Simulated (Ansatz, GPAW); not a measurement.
## Cost and result for the bulk modulus of CdTe

**What was measured.** The bulk modulus of CdTe (F-43m) is reported as 42 GPa (arxiv:2306.14539). The runs below try to reproduce it.

It takes space group F-43m (No. 216, cubic). The conventional cell has a = 6.410 Å, b = 6.410 Å, c = 6.410 Å, α = 90.00°, β = 90.00°, γ = 90.00°. Te (site symmetry -43m) has 4 Cd at 2.78 Å as nearest neighbours. Cd (site symmetry -43m) has 4 Te at 2.78 Å as nearest neighbours.

```tsv
rung	level	program and potentials	cutoff (eV)	k mesh	smearing	spin	core time	chip	bulk modulus (GPa)	miss	notes
GGA + dispersion	RPBE+D3(BJ)+ATM	Ansatz, SPMS NC	680	7 × 7 × 7	gaussian 0.15	off	20 s	AMD EPYC 9R14 Zen 4	54.4	+29.5 %	potentials made for PBE
GGA + dispersion	PBE+D3(BJ)	Ansatz, Ansatz PAW	420	7 × 7 × 7	fermi-dirac 0.05	off	23 s	Arm Neoverse V1	39.9	-5.0 %	-
GGA + dispersion	revPBE+D4	Ansatz, Ansatz PAW	420	7 × 7 × 7	fermi-dirac 0.05	off	27 s	Intel Xeon Platinum 8259CL Skylake/Cascade Lake	39.2	-6.7 %	potentials made for PBE, which Ansatz adapts in part
GGA + dispersion	PBEsol+D3(zero damping)	GPAW, PAW data sets generated for this functional	600	6 × 6 × 6	fermi-dirac 0.05	off	50 s	AMD EPYC 9R45 Zen 5	46.1	+9.8 %	-
meta-GGA + dispersion	r2SCAN+D3(BJ)	Ansatz, Ansatz PAW	500	7 × 7 × 7	fermi-dirac 0.05	off	56 s	Arm Neoverse V1	42.5	+1.2 %	potentials made for PBE, which Ansatz adapts in part
GGA + dispersion	AM05+D4	GPAW, PAW data sets generated for this functional	600	6 × 6 × 6	fermi-dirac 0.05	off	57 s	AMD EPYC 9R45 Zen 5	42.2	+0.5 %	-
GGA + dispersion	PBE+D3(BJ)	GPAW, GPAW PAW data sets (gpaw-data 1.2.1)	600	6 × 6 × 6	fermi-dirac 0.05	off	73 s	Arm Neoverse V2	40.6	-3.3 %	-
GGA + dispersion	BP86+D4	GPAW, PAW data sets generated for this functional	600	6 × 6 × 6	fermi-dirac 0.05	off	78 s	Arm Neoverse V2	45.1	+7.4 %	-
GGA + dispersion	PBE+D4	GPAW, GPAW PAW data sets (gpaw-data 1.2.1)	600	6 × 6 × 6	fermi-dirac 0.05	off	90 s	Intel Xeon Platinum 8375C Ice Lake	40.8	-2.9 %	-
GGA + dispersion	revPBE+D3(BJ)	GPAW, the program's PAW data sets (release 1.2.1) made for this functional	600	6 × 6 × 6	fermi-dirac 0.05	off	93 s	Arm Neoverse V1	41.5	-1.2 %	-
GGA + dispersion	BLYP+D3(BJ)	GPAW, PAW data sets generated for this functional	600	6 × 6 × 6	fermi-dirac 0.05	off	93 s	Arm Neoverse V1	40.5	-3.6 %	-
GGA	PBEsol	GPAW, PAW data sets generated for this functional	600	6 × 6 × 6	fermi-dirac 0.05	off	1.7 min	Arm Neoverse V1	42.0	+0.0 %	-
GGA + dispersion	RPBE+D4	GPAW, the program's PAW data sets (release 1.2.1) made for this functional	600	6 × 6 × 6	fermi-dirac 0.05	off	1.7 min	Arm Neoverse V1	38.7	-7.9 %	-
GGA	PBEsol	Ansatz, Ansatz PAW	420	7 × 7 × 7	fermi-dirac 0.05	SOC, no magnetisation	1.9 min	Arm Neoverse V1	40.9	-2.6 %	potentials made for PBE, which Ansatz adapts in part
LDA	LDA	GPAW, the program's PAW data sets (release 1.2.1) made for this functional, other valence	600	6 × 6 × 6	fermi-dirac 0.05	off	2 min	Arm Neoverse V1	47.4	+12.9 %	-
hybrid	HSEsol	Ansatz, Ansatz PAW	420	4 × 4 × 4	fermi-dirac 0.05	off	2.4 min	Arm Neoverse V2	43.9	+4.5 %	coarse mesh; potentials made for PBE, which Ansatz adapts in part
hybrid	r2SCAN50	Ansatz, Ansatz PAW	500	4 × 4 × 4	fermi-dirac 0.05	off	5.8 min	Arm Neoverse V1	44.4	+5.7 %	coarse mesh; potentials made for PBE, which Ansatz adapts in part
```

Times are single runs on shared hosts and different chips, so they are rough; meshes, cutoffs and the tasks' sizes weigh on the time. Task: equation of state. Smearing widths are in eV. The cell comes from a database and isn't always the measured one. Meshes differ between rows, which moves values too. Meshes are those of the run's cell of 2 atoms unless a note names another. Misses use the values as printed. Runs on faulty files, with rough fits or with known faults for this quantity aren't shown.

By rung: LDA 47.4; GGA + dispersion 38.7 to 54.4; GGA 40.9 to 42.0; meta-GGA + dispersion 42.5; hybrid on coarse meshes 43.9 to 44.4 (GPa). Measured: 42 GPa (arxiv:2306.14539). Closest, coarse meshes and atomic bases left aside, is PBEsol with GPAW, PAW data sets generated for this functional (+0.0 %). The runs are for a static lattice, while measurements hold temperature and zero-point motion.
